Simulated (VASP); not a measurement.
# BeTe (F-43m) in VASP: relaxation of cell and atoms with PBE

Aim: the relaxation of cell and atoms of BeTe with PBE.

All numbers are computed with VASP 6.6.1; they aren't measurements. Logs are shortened: lines on timing, memory, paths and dates and some standing lists are left out, and cuts for length are marked.

## (1) The crystal as given

The structure is cubic, space group F-43m (No. 216). Conventional cell: a = 5.540 Å, b = 5.540 Å, c = 5.540 Å, α = 90.00°, β = 90.00°, γ = 90.00°. Around Be (site symmetry -43m) lie 4 Te at 2.40 Å. Around Te (site symmetry -43m) lie 4 Be at 2.40 Å.

## (2) Relaxation of cell and atoms, PBE

File INCAR:

```
SYSTEM = BeTe
PREC = Accurate ; ENCUT = 600
EDIFF = 1E-7 ; ISMEAR = 0
SIGMA = 0.02 ; LREAL = .FALSE.
LASPH = .TRUE. ; NELM = 100
ALGO = Normal ; ISIF = 3
LWAVE = .FALSE. ; LCHARG = .FALSE.
GGA = PE ; IBRION = 2
NSW = 80 ; EDIFFG = -0.004
```

File KPOINTS:

```
regular mesh
0
G
  8 8 8
  0 0 0
```

File POSCAR:

```
BeTe
1.0
    0.0000000000      2.7700000000      2.7700000000
    2.7700000000      0.0000000000      2.7700000000
    2.7700000000      2.7700000000      0.0000000000
Be Te
1 1
Direct
    0.0000000000      0.0000000000      0.0000000000
    0.2500000000      0.2500000000      0.2500000000
```

Potentials or basis: VASP PAW PBE potentials, release 64 (Be, Te).

Command:

```sh
> cat potpaw_PBE.64/Be/POTCAR potpaw_PBE.64/Te/POTCAR > POTCAR
> mpirun -np 1 vasp_std > vasp.out
```

OUTCAR:

```text
SYSTEM = BeTe
   PREC = Accurate
   ENCUT = 600
   EDIFF = 1E-7
   ISMEAR = 0
   LREAL = .FALSE.
   LASPH = .TRUE.
   NELM = 100
   ISIF = 3
   GGA = PE
   IBRION = 2
   NSW = 80
   EDIFFG = -0.004

 ion  position               nearest neighbor table
   1  0.000  0.000  0.000-   2 2.40   2 2.40   2 2.40   2 2.40
   2  0.250  0.250  0.250-   1 2.40   1 2.40   1 2.40   1 2.40

  LATTYP: Found a face centered cubic cell.
 ALAT       =     5.5400000000

  Lattice vectors:

 A1 = (   0.0000000000,   2.7700000000,   2.7700000000)
 A2 = (   2.7700000000,   0.0000000000,   2.7700000000)
 A3 = (   2.7700000000,   2.7700000000,   0.0000000000)

Analysis of symmetry for initial positions (statically):
=====================================================================
 Subroutine PRICEL returns:
 Original cell was already a primitive cell.

 Routine SETGRP: Setting up the symmetry group for a
 face centered cubic supercell.

 Subroutine GETGRP returns: Found 24 space group operations
 (whereof 24 operations were pure point group operations)
 out of a pool of 48 trial point group operations.

The static configuration has the point symmetry T_d .

Analysis of symmetry for dynamics (positions and initial velocities):
=====================================================================
 Subroutine PRICEL returns:
 Original cell was already a primitive cell.

 Routine SETGRP: Setting up the symmetry group for a
 face centered cubic supercell.

 Subroutine GETGRP returns: Found 24 space group operations
 (whereof 24 operations were pure point group operations)
 out of a pool of 48 trial point group operations.

The dynamic configuration has the point symmetry T_d .

 Subroutine INISYM returns: Found 24 space group operations
 (whereof 24 operations are pure point group operations),
 and found     1 'primitive' translations

----------------------------------------------------------------------------------------

                                     Primitive cell

  volume of cell :      42.5079

  direct lattice vectors                    reciprocal lattice vectors
     0.000000000  2.770000000  2.770000000    -0.180505415  0.180505415  0.180505415
     2.770000000  0.000000000  2.770000000     0.180505415 -0.180505415  0.180505415
     2.770000000  2.770000000  0.000000000     0.180505415  0.180505415 -0.180505415

  length of vectors
     3.917371568  3.917371568  3.917371568     0.312644550  0.312644550  0.312644550

  position of ions in fractional coordinates (direct lattice)
     0.000000000  0.000000000  0.000000000
     0.250000000  0.250000000  0.250000000

  ion indices of the primitive-cell ions
   primitive index   ion index
                 1           1
                 2           2

----------------------------------------------------------------------------------------

 KPOINTS: regular mesh

Automatic generation of k-mesh.
 Grid dimensions read from file:
 generate k-points for:    8    8    8

 Generating k-lattice:

  Cartesian coordinates                     Fractional coordinates (reciprocal lattice)
    -0.022563177  0.022563177  0.022563177     0.125000000  0.000000000  0.000000000
     0.022563177 -0.022563177  0.022563177     0.000000000  0.125000000  0.000000000
     0.022563177  0.022563177 -0.022563177     0.000000000  0.000000000  0.125000000

  Length of vectors
     0.039080569  0.039080569  0.039080569

  Shift w.r.t. Gamma in fractional coordinates (k-lattice)
     0.000000000  0.000000000  0.000000000

 Subroutine IBZKPT returns following result:
 ===========================================

 Found     29 irreducible k-points:

 Following reciprocal coordinates:
            Coordinates               Weight
  0.000000  0.000000  0.000000      1.000000
  0.125000  0.000000  0.000000      8.000000
  0.250000  0.000000  0.000000      8.000000
  0.375000  0.000000  0.000000      8.000000
  0.500000  0.000000  0.000000      4.000000
  0.125000  0.125000  0.000000      6.000000
[... 16 lines left out ...]
  0.500000  0.250000  0.125000     48.000000
 -0.375000  0.250000  0.125000     24.000000
 [... further k-points ...]
   k-points           NKPTS =     29   k-points in BZ     NKDIM =     29   number of bands    NBANDS=      8
   number of dos      NEDOS =    301   number of ions     NIONS =      2
   total plane-waves  NPLWV =  32768
   dimension x,y,z NGX =    32 NGY =   32 NGZ =   32
   dimension x,y,z NGXF=    64 NGYF=   64 NGZF=   64
   ions per type =               1   1
   NGX,Y,Z   is equivalent  to a cutoff of  13.58, 13.58, 13.58 a.u.
   NGXF,Y,Z  is equivalent  to a cutoff of  27.16, 27.16, 27.16 a.u.
 SYSTEM =  BeTe
   PREC   = accura    normal or accurate (medium, high low for compatibility)
   ISTART =      0    job   : 0-new  1-cont  2-samecut
   ICHARG =      2    charge: 1-file 2-atom 10-const
   ISPIN  =      1    spin polarized calculation?
   LNONCOLLINEAR =      F non collinear calculations
   LSORBIT =      F    spin-orbit coupling
   LASPH  =      T    aspherical Exc in radial PAW
   ENCUT  =  600.0 eV  44.10 Ry    6.64 a.u.   7.82  7.82  7.82*2*pi/ulx,y,z
   NELM   =    100;   NELMIN=  2; NELMDL= -5     # of ELM steps
   EDIFF  = 0.1E-06   stopping-criterion for ELM
   LREAL  =      F    real-space projection
   EDIFFG = -.4E-02   stopping-criterion for IOM
   NSW    =     80    number of steps for IOM
   IBRION =      2    ionic relax: 0-MD 1-quasi-New 2-CG
   NFREE  =      1    steps in history (QN), initial steepest desc. (CG)
   ISIF   =      3    stress and relaxation
   ISYM   =      2    0-nonsym 1-usesym 2-fastsym
   POTIM  = 0.5000    time-step for ionic-motion
   TEBEG  =    0.0;   TEEND  =   0.0 temperature during run
   PSTRESS=    0.0 pullay stress
   NELECT =       8.0000    total number of electrons
   NUPDOWN=      -1.0000    fix difference up-down
   EMIN   =  10.00;   EMAX   =-10.00  energy-range for DOS
   EFERMI =   0.00;   METHOD = LEGACY
   ISMEAR =     0;   SIGMA  =   0.02  broadening in eV -4-tet -1-fermi 0-gaus
   EFERMI_NEDOS =   21; number of points for ismear=-14 and -15
   IALGO  =     38    algorithm
   IMIX   =      4    mixing-type and parameters
     AMIX     =   0.40;   BMIX     =  1.00
     AMIX_MAG =   1.60;   BMIX_MAG =  1.00
  volume/ion in A,a.u.               =      21.25       143.43
  Fermi-wavevector in a.u.,A,eV,Ry     =   0.938170  1.772885 11.975354  0.880164
  Thomas-Fermi vector in A             =   2.065355
   LORBIT       =      0    0 simple, 1 ext, 2 COOP (PROOUT), +10 PAW based schemes
   GGA     = PE    functional components
   LHFCALC =     F    Hartree Fock is set to
   AEXX    =    0.0000 exact exchange contribution
   IVDW    =     0    specifies the selected vdW correction
   LEPSILON=     F    determine dielectric tensor
   LRPA    =     F    only Hartree local field effects (RPA)
 conjugate gradient relaxation of ions
 non-spin polarized calculation
 Gauss-broadening in eV      SIGMA  =   0.02
  energy-cutoff  :      600.00
  volume of cell :       42.51
 maximum number of plane-waves:      1433
   NGX = 15   NGY = 15   NGZ = 15

--------------------------------------- Ionic step        1  -------------------------------------------

 number of electron       8.0000000 magnetization

 Free energy of the ion-electron system (eV)
  ---------------------------------------------------
  ext. energy  EPLUGINS =         0.00000000
  ---------------------------------------------------
  free energy    TOTEN  =        -7.58482010 eV

  energy without entropy =       -7.58482010  energy(sigma->0) =       -7.58482010

------------------------ aborting loop because EDIFF is reached ----------------------------------------

  FORCE on cell =-STRESS in cart. coord.  units (eV):
  Direction    XX          YY          ZZ          XY          YZ          ZX
  --------------------------------------------------------------------------------------
  -------------------------------------------------------------------------------------
  Total        1.1817420      1.1817420      1.1817420      0.0000000      0.0000000      0.0000000
  in kB       44.5414080     44.5414080     44.5414080      0.0000000      0.0000000      0.0000000
  external PRESSURE =      44.5414080 kB  Pullay stress =       0.0000000 kB

 VOLUME and BASIS-vectors are now :
 -----------------------------------------------------------------------------
  energy-cutoff  :      600.00
  volume of cell :       42.51
      direct lattice vectors                 reciprocal lattice vectors
     0.000000000  2.770000000  2.770000000    -0.180505415  0.180505415  0.180505415
     2.770000000  0.000000000  2.770000000     0.180505415 -0.180505415  0.180505415
     2.770000000  2.770000000  0.000000000     0.180505415  0.180505415 -0.180505415
[... 37 lines left out ...]
 POSITION                                       TOTAL-FORCE (eV/Angst)
 -----------------------------------------------------------------------------------
      5.69792      5.69792      5.69792         0.000000      0.000000      0.000000
      1.42448      1.42448      1.42448        -0.000000     -0.000000     -0.000000
 -----------------------------------------------------------------------------------
    total drift:                                0.000000      0.000000      0.000000

  FREE ENERGIE OF THE ION-ELECTRON SYSTEM (eV)
  ---------------------------------------------------
  free  energy   TOTEN  =        -7.6225026520 eV

  energy  without entropy=       -7.6225026520  energy(sigma->0) =       -7.62250265

--------------------------------------- Ionic step        3  -------------------------------------------

 number of electron       8.0000000 magnetization

 Free energy of the ion-electron system (eV)
  ---------------------------------------------------
  ext. energy  EPLUGINS =         0.00000000
  ---------------------------------------------------
  free energy    TOTEN  =        -7.62445307 eV

  energy without entropy =       -7.62445307  energy(sigma->0) =       -7.62445307

 E-fermi :   4.9665     XC(G=0):  -8.9802

 val. band max:        4.8847923367   @ k =   0.0000   0.0000   0.0000
 cond. band min:       6.9046453934   @ k =   0.5000   0.5000   0.0000
 fundamental gap:      2.0198530566
 Fermi energy:         4.9665011696

 k-point     1 :       0.0000    0.0000    0.0000
  band No.  band energies     occupation
      1      -7.2880      2.00000
      2       4.8848      2.00000
      3       4.8848      2.00000
      4       4.8848      2.00000
      5       8.5099      0.00000
      6       8.5099      0.00000
      7       8.5099      0.00000
      8       8.5678      0.00000

 k-point     2 :       0.1250    0.0000    0.0000
  band No.  band energies     occupation
      1      -7.1445      2.00000
      2       3.5946      2.00000
      3       4.6577      2.00000
      4       4.6577      2.00000
      5       8.3888      0.00000
      6       8.8440      0.00000
      7       8.8440      0.00000
      8       9.8847      0.00000
[... 221 lines left out ...]
 k-point    23 :       0.5000    0.2500    0.1250
  band No.  band energies     occupation
      1      -5.9808      2.00000
      2       0.3526      2.00000
      3       2.1673      2.00000
      4       3.2505      2.00000
      5       8.9161      0.00000
      6       9.5512      0.00000
      7      10.7696      0.00000
      8      11.7531      0.00000

 k-point    24 :      -0.3750    0.2500    0.1250
  band No.  band energies     occupation
      1      -5.7592      2.00000
      2      -0.1249      2.00000
      3       2.0570      2.00000
      4       3.0346      2.00000
      5       9.0656      0.00000
      6       9.2743      0.00000
      7      11.4917      0.00000
      8      12.5736      0.00000

 [... further k-points ...]

------------------------ aborting loop because EDIFF is reached ----------------------------------------

  FORCE on cell =-STRESS in cart. coord.  units (eV):
  Direction    XX          YY          ZZ          XY          YZ          ZX
  --------------------------------------------------------------------------------------
  -------------------------------------------------------------------------------------
  Total        0.0035846      0.0035846      0.0035846      0.0000000      0.0000000      0.0000000
  in kB        0.1261673      0.1261673      0.1261673      0.0000000      0.0000000      0.0000000
  external PRESSURE =       0.1261673 kB  Pullay stress =       0.0000000 kB

 VOLUME and BASIS-vectors are now :
 -----------------------------------------------------------------------------
  energy-cutoff  :      600.00
  volume of cell :       45.52
      direct lattice vectors                 reciprocal lattice vectors
     0.000000000  2.833955307  2.833955307    -0.176431858  0.176431858  0.176431858
     2.833955307  0.000000000  2.833955307     0.176431858 -0.176431858  0.176431858
     2.833955307  2.833955307  0.000000000     0.176431858  0.176431858 -0.176431858

 POSITION                                       TOTAL-FORCE (eV/Angst)
 -----------------------------------------------------------------------------------
      0.00000      0.00000      0.00000         0.000000     -0.000000      0.000000
      1.41698      1.41698      1.41698        -0.000000      0.000000     -0.000000
 -----------------------------------------------------------------------------------
    total drift:                                0.000000      0.000000      0.000000

  FREE ENERGIE OF THE ION-ELECTRON SYSTEM (eV)
  ---------------------------------------------------
  free  energy   TOTEN  =        -7.6244530743 eV

  energy  without entropy=       -7.6244530742  energy(sigma->0) =       -7.62445307

 reached required accuracy - stopping structural energy minimisation
```

Run time: 17 s. Hardware: 1 thread of Intel Xeon 6975P-C (Granite Rapids), shared host; peak memory 0.19 GiB.

Results:

```yaml
Free_energy: -7.6245 eV
Relaxed_volume: 22.76 Å³/atom
Relaxed_cell: a = 4.008 Å, b = 4.008 Å, c = 4.008 Å, α = 60.00°, β = 60.00°, γ = 60.00°
Space_group_after_relaxing_to_0.05_Å: F-43m (No. 216)
Energy_gained_by_relaxing: 19.8 meV/atom
Ionic_steps: 3
Pressure_after_relaxing: 0.0 GPa
Band_gap_on_the_k_mesh: 2.02 eV, indirect (least direct gap 3.63 eV)
```

The path:
| step | energy change (eV) | largest force (eV/Å) | pressure (GPa) | volume (Å³) |
| --- | --- | --- | --- | --- |
| 1 | 0.0000 | 0.0000 | 4.45 | 42.51 |
| 2 | -0.0377 | 0.0000 | -0.85 | 46.25 |
| 3 | -0.0396 | 0.0000 | 0.01 | 45.52 |

Final structure:
```
Be Te
1.0
     0.00000    2.83396    2.83396
     2.83396    0.00000    2.83396
     2.83396    2.83396    0.00000
Be Te
1 1
Cartesian
  0.0000 0.0000 0.0000
  1.4170 1.4170 1.4170
```

Levels at points of the mesh, in eV from the valence-band top:
```
           k point  band 1  band 2  band 3  band 4  band 5  band 6  band 7  band 8
(0.00, 0.00, 0.00)  -12.17    0.00    0.00    0.00    3.63    3.63    3.63    3.68
(0.50, 0.00, 0.00)  -10.88   -5.42   -1.10   -1.10    3.03    4.60    4.60    7.82
(0.50, 0.50, 0.00)  -10.40   -5.01   -2.57   -2.57    2.02    2.69    9.58    9.58
```

Caveat: spin-orbit coupling is left out, which moves the levels of the heavy elements.
